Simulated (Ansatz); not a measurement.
Ansatz run, F

The input, for Ansatz 0.2.0 (plane waves, PAW):

```yaml
crystal:
  lattice:
    - [5.103782, 0.0, 0.0]
    - [0.0, 5.103782, 0.0]
    - [0.0, 0.0, 3.697683]
  atoms:
    - { symbol: F, position: [0.75, 0.25, 0.0] }
    - { symbol: F, position: [0.25, 0.75, 0.0] }
  symmetry: { tolerance: 0.0003 }
kpoints:
  mp_grid: { grid: [7, 7, 9], shift: [0, 0, 0] }
  band_path:
    path:
      - [0.0, 0.0, 0.0]
      - [0.5, 0.5, 0.0]
      - [1.0, 0.0, 0.0]
      - [0.0, 0.0, 0.0]
      - [0.0, 0.0, 0.5]
      - [0.5, 0.5, 0.5]
      - [1.0, 0.0, 0.5]
      - [0.0, 0.0, 0.5]
      - [0.5, 0.5, 0.0]
      - [0.5, 0.5, 0.5]
      - [1.0, 0.0, 0.0]
    npoints: 6
magnetization:
  spin_polarized: false
scf:
  occupations: { method: fermi_dirac }
  lower_state_search: "off"
  max_iter: 200
hamiltonian:
  pseudopotentials: { kind: paw }
  xc: pbe
basis:
  ecutwfc: 420
  fft_grid_basis: typed
output:
  forces: true
  stress: true
  eigenvalues: true
  bader: true
  populations: true
  elf: true
  write_potential: true
  volumetric_format: npy
  dos:
    e_range: [-12, 8]
    de: 0.05
    projected: { site_lists: { F: [F] } }
checkpoint:
  read: saved_state
```

The run starts from an earlier solution of this cell. 

Output (shortened):

```
Pseudopotentials: kind: paw
Pseudopotential: F, paw, valence charge 7, recommended cutoff 420 eV (normal), F.paw.azcp
Functional definition: PBE
  exchange = pbe_x(kappa = kappa, mu = beta*pi^2/3)
  correlation = pbe_c(beta = beta)
Crystal: 2 atoms, lattice volume = 96.319 Å³
Basis set: ecut = 420 eV, 1909 PW (Γ), exchange–correlation on 72×72×50 points (8 copies of the dense FFT grid, shifted against one another)
Bands: 11, of which v1, the nominal top of the filled ones, is band 7 counted from 1 (6 counted from 0)
Symmetry: 32 space group operations
Space group: P4/mmm (ITA 123), of the structure as read, at distance tolerance 1.4e-3 Å
k-points: 50 of 441
Initial density: read from a saved state, or passed on in memory by an earlier SCF of this step, an earlier step, the calling program or the single point that the run made first
Functional: x = pbe(κ = 0.804, μ = 0.2195), c = pbe(β = 0.0667)
Free energy (F): -1608.1428 eV
Harris-Foulkes:  -1608.1428 eV  (|F-HF|=2.02e-8)
Internal energy: -1607.6536 eV  (E = F + TS)
E sigma→0 (E₀):  -1607.8982 eV
Entropy (-TS):   -0.4892 eV (-244.604 meV/atom)
Fermi energy:    -9.1189 eV
--- Per-component energies (eV) ---
  E_band       = -205.5277
  E_kinetic    = 397.2193
  E_local      = -1678.2833  (includes V_loc(G=0)·N_el)
  E_nonlocal   = 148.8466
  E_hartree    = 624.4880
  E_xc         = -152.6345
  E_vxc        = -195.1301  (∫ρ·V_xc dr)
  E_paw        = -397.1562  (= ΣΔE_a)
  E_vpaw       = -127.1532  (= ΣTr[D̂ρ^β])
  E_aug_tail   = 0.0039  (compensation charges beyond the density's cutoff)
  E_ewald      = -550.1374
  E_smearing   = -0.4892  (= −TS)
--- Forces (eV/Å), atoms counted from 1 ---
  atom   1  F      0.0000     0.0000     0.0000
  atom   2  F      0.0000     0.0000     0.0000
--- Stress (GPa, compression-positive) ---
       -0.5079       0.0000       0.0000
        0.0000      -0.5079       0.0000
        0.0000       0.0000      -0.3996
  P = ⅓ Tr σ = -0.4718 GPa (-4.718 kbar)
--- Löwdin populations: 2 sites ---
  site symbol       q [e]
     0      F      6.9999
     1      F      6.9999
  spilling = 0.0000 (of n_electrons = 14.0000)
--- Bader charges: 2 sites ---
  site symbol  charge [e]  shift [e]
     0      F      0.0000     0.0000
     1      F      0.0000     0.0000
```

Origin: a known structure type with other elements, at an estimated volume, so it need not be a known compound. Caveats: the exchange-correlation potential is rough where the density is thin; many states at the Fermi level without spin polarisation, so a magnetic state may lie lower.
